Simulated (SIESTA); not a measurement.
TiC:

```
Ti C
1.0
     0.00000    2.16572    2.16572
     2.16572    0.00000    2.16572
     2.16572    2.16572    0.00000
Ti C
1 1
Direct
  0.00000 0.00000 0.00000
  0.50000 0.50000 0.50000
```

The cell is a database's computed one.

Base run:

| Item | Value |
| --- | --- |
| Program | SIESTA 5.4.2 |
| Functional | PBEsol |
| Potentials or basis | PseudoDojo 0.4 standard (PBEsol files) |
| Basis | DZP (energy shift 0.003 Ry; two zetas on semicore shells) |
| Grid cutoff | 800 Ry |
| Energy shift | 0.003 Ry |
| k mesh | 11 × 11 × 11 |
| Occupations | fermi-dirac, width 0.05 eV |
| Spin | no spin polarisation |

Its results: band gap on the k mesh none (metal or under the smearing width); pressure -5.4 GPa.

**Question.** The run is repeated on the same cell with these changes: basis from DZP (energy shift 0.003 Ry; two zetas on semicore shells) to SZ (energy shift 0.003 Ry). What comes out?

**Answer.** Band gap on the k mesh none (metal or under the smearing width); pressure -9.7 GPa.

Caveats: the basis of atomic orbitals isn't converged, which shifts pressures, moduli and gaps; the basis has no polarisation orbitals (some runs).
